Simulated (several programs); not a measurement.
InSb (zincblende), relaxed with r2SCAN in Ansatz, was computed with several methods. The symmetry is F-43m (No. 216, cubic); a = 6.559 Å in the conventional setting, 35.27 Å³ an atom. Around In lie 4 Sb at 2.84 Å; around Sb lie 4 In at 2.84 Å. Spin-unpolarised throughout.

```
CELL_PARAMETERS angstrom
0.00000 3.27951 3.27951
3.27951 0.00000 3.27951
3.27951 3.27951 0.00000
ATOMIC_POSITIONS crystal
In 0.00000 0.00000 0.00000
Sb 0.25000 0.25000 0.25000
```

Gaps and times are for a single point on this cell; volume and bulk modulus come from each method's own relaxation or energy curve at fixed shape. Times are rough, from shared hosts (Arm Neoverse V1; Intel Xeon 6975P-C), and each method has its own mesh and cell size. A star marks a curve whose lowest point is an end point. PM6 (MOPAC), PM7 (MOPAC), GFN2-xTB (tblite) treat a cluster of cells at its zone centre, which samples few k points: where these miss a band edge, the gap comes out too large for that reason alone. Gaps from k meshes are read at a limited set of points (mesh, symmetry points, PBE's band edges), so each method's own least gap may be somewhat smaller. xTB and the PM methods were fitted mostly to molecules, and can miss a solid's gap by electronvolts. Minimal bases can be far off for gaps. Times of the plane-wave ladder aren't listed, since it ran on unlike processors and cards. d marks a direct gap, i an indirect one (no mark: not told apart), a dash a value that wasn't computed or didn't pass its checks.

| method | kind | gap (eV) | own volume (Å³/atom) | bulk modulus (GPa) | atoms computed | processor time |
| --- | --- | --- | --- | --- | --- | --- |
| PBEsol | semilocal | – | 34.69 | – | 2 | – |
| light PBE (260 eV and a coarse mesh) | light plane-wave | 0 | – | – | 2 | 1.2 s |
| LDA | semilocal | 0 | 33.60 | – | 2 | – |
| PBE | semilocal | 0 | 36.55 | 37 | 2 | – |
| PBE/single zeta (GPAW) | small basis | 0 | – | – | 2 | 3.6 s |
| PM7 (MOPAC) | semi-empirical | 3.88 | 31.36* | 88* | cluster | 5.2 s |
| GFN2-xTB (tblite) | tight binding | 0 | – | – | cluster | 5.5 s |
| PM6 (MOPAC) | semi-empirical | 6.08 | – | – | cluster | 7.3 s |
| PBE/SZV (CP2K) | small basis | 0 | 37.25 | 40 | 2 | 7.5 s |
| r2SCAN | semilocal | 0.01 | 35.27 | 42 | 2 | – |
| PBE+SOC | semilocal | 0 | – | – | 2 | – |
| PBE/DZVP (CP2K) | small basis | 0 | 36.99 | 37 | 2 | 25 s |
| PBE0 | hybrid | 0.91 d | – | – | 2 | – |
| HSE06 | hybrid | 0.30 d | 35.17 | – | 2 | – |

Problem. How far from the measured values lie the methods that can be set against them?

Solution.
- Band gap, measured 0.24 eV: light PBE (260 eV and a coarse mesh) -0.24 eV, LDA -0.24 eV, PBE -0.24 eV, PBE/single zeta (GPAW) -0.24 eV, PM7 (MOPAC) +3.64 eV, GFN2-xTB (tblite) -0.24 eV, PM6 (MOPAC) +5.84 eV, PBE/SZV (CP2K) -0.24 eV, r2SCAN -0.23 eV, PBE+SOC -0.24 eV, PBE/DZVP (CP2K) -0.24 eV, PBE0 +0.67 eV, HSE06 +0.06 eV.
The calculations are for a static lattice; samples hold vibrations, temperature and, in optical gaps, excitons. A measured value is shown where most reports agree with it, and only for the quantities listed. In such narrow-gap compounds of heavy elements the bands can be inverted, in the sample or in a calculation; the differences are of unsigned gaps, so agreement can be luck. Sources: 0.24 eV (experimental bulk band gap; “Electronic Structure and Epitaxy of CdTe Shells on InSb Nanowires”; literature value quoted for comparison; measurement temperature not stated; 2021; arxiv:2111.05126).

Only the rows marked +SOC include spin-orbit coupling.
